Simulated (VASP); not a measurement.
Crystal: Pt.

```
CELL_PARAMETERS angstrom
1.94909 1.12531 1.29596
-1.94909 1.12531 1.29596
0.00000 -2.25061 1.29596
ATOMIC_POSITIONS crystal
Pt 0.50000 0.50000 0.50000
```

The cell was built by a generator and needn't be a form met in nature.

| Quantity | Value |
| --- | --- |
| Program | VASP 6.6.1 |
| Task | relaxation of cell and atoms |
| Functional | PBEsol |
| Potentials or basis | VASP PAW PBE potentials, release 64 (Pt) |
| Cutoff | 600 eV |
| k mesh | 21 × 21 × 21 |
| Occupations | gaussian, width 0.1 eV |
| Spin | no spin polarisation |

At the start: pressure -0.2 GPa; volume 17.05 Å³/atom.

Q: Where does the relaxation end?

A: Over 29 steps the energy falls by 15.3 meV/atom and the volume is 17.29 Å³/atom (+1.4 %); space group Pm-3m (No. 221, to 0.05 Å).

The path:
```
step  energy change (eV)  largest force (eV/Å)  pressure (GPa)  volume (Å³)
   1              0.0000                0.0000           -0.21        17.05
   2              0.0000                0.0000            0.58        17.00
   3              0.0000                0.0000            0.12        17.03
   4             -0.0001                0.0000            0.18        17.03
   5             -0.0002                0.0000            0.36        17.03
   6             -0.0007                0.0000            0.77        17.03
   7             -0.0022                0.0000            1.56        17.02
   8             -0.0059                0.0000            3.12        16.98
   9             -0.0061                0.0000            6.47        16.82
  10             -0.0052                0.0000            6.86        16.79
  11             -0.0052                0.0000            6.85        16.79
  12             -0.0052                0.0000            6.85        16.79
  13             -0.0052                0.0000            6.85        16.79
  14             -0.0052                0.0000            6.85        16.80
  15             -0.0052                0.0000            6.85        16.80
  16             -0.0052                0.0000            6.84        16.80
  17             -0.0053                0.0000            6.83        16.80
  18             -0.0053                0.0000            6.80        16.80
  19             -0.0052                0.0000            6.73        16.80
  20             -0.0053                0.0000            6.75        16.80
  21             -0.0054                0.0000            6.72        16.80
  22             -0.0056                0.0000            6.64        16.81
  23             -0.0061                0.0000            6.48        16.82
  24             -0.0070                0.0000            6.16        16.84
  25             -0.0086                0.0000            5.52        16.89
  26             -0.0113                0.0000            4.19        16.98
  27             -0.0146                0.0000            1.73        17.15
  28             -0.0132                0.0000           -2.80        17.52
  29             -0.0153                0.0000           -0.05        17.29
```

Final structure:
```
Pt
1.0
     1.83061    1.05691    1.48931
    -1.83061    1.05691    1.48931
     0.00000   -2.11381    1.48931
Pt
1
Direct
  0.50000 0.50000 0.50000
```

Caveat: the PAW data sets were made with another functional, which shifts forces and pressure a little.
